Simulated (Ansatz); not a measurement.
A (100) slab of HgTe (F-43m (No. 216)), 9 planes, outer planes Te (top) and Te (bottom), with 9 atoms (Hg4Te5) in a surface cell of A = 21.202 Å², as cut from the bulk:

```
CELL_PARAMETERS angstrom
4.60452 0.00000 0.00000
0.00000 4.60452 0.00000
0.00000 0.00000 28.02354
ATOMIC_POSITIONS crystal
Te 0.00000 0.50000 0.26763
Hg 0.50000 0.50000 0.32572
Te 0.50000 0.00000 0.38382
Hg 0.00000 0.00000 0.44191
Te 0.00000 0.50000 0.50000
Hg 0.50000 0.50000 0.55809
Te 0.50000 0.00000 0.61618
Hg 0.00000 0.00000 0.67428
Te 0.00000 0.50000 0.73237
```

Level of theory: DFT PBEsol, scalar-relativistic, plane waves, PAW in Ansatz. Cutoff 420 eV; k points 8×8×1 on the computed 9-atom cell (Γ-centred); Gaussian smearing, width 0.10 eV; no spin polarisation. The cell repeats along c with a dipole correction in the vacuum.

The relaxed slab holds 4 formula units of HgTe and 1 further Te. Against those formula units in the bulk and the further Te in its standard state it lies 1.950 eV higher. The formation energy of HgTe from the standard states is -0.290 eV a formula unit (uncorrected, no zero-point or thermal terms).

Q: Over what range can the chemical potential of Te vary, and what is the surface energy at both ends?

A: In contact with the bulk, μ(Te) + μ(Hg) is fixed. With Δμ counted from the standard states, Δμ(Te) ≤ 0 keeps elemental Te from forming, and Δμ(Hg) ≤ 0 requires Δμ(Te) ≥ ΔH = -0.290 eV. Other compounds of Te and Hg can narrow this range. Then γ, the mean of both faces, = [1.950 eV − 1.00·Δμ(Te)]/(2A). At the Te-rich end (Δμ = 0): 1.950/(2 × 21.202) × 16.02 = 0.74 J/m². At the Te-poor end: (1.950 + 0.290)/(2 × 21.202) × 16.02 = 0.85 J/m².

Q: How does its energy depend on growth conditions?

A: It carries an excess of Te, so its energy falls by 0.38 J/m² for each eV that μ(Te) rises: Te-rich conditions lower it; whether it appears depends on the other terminations.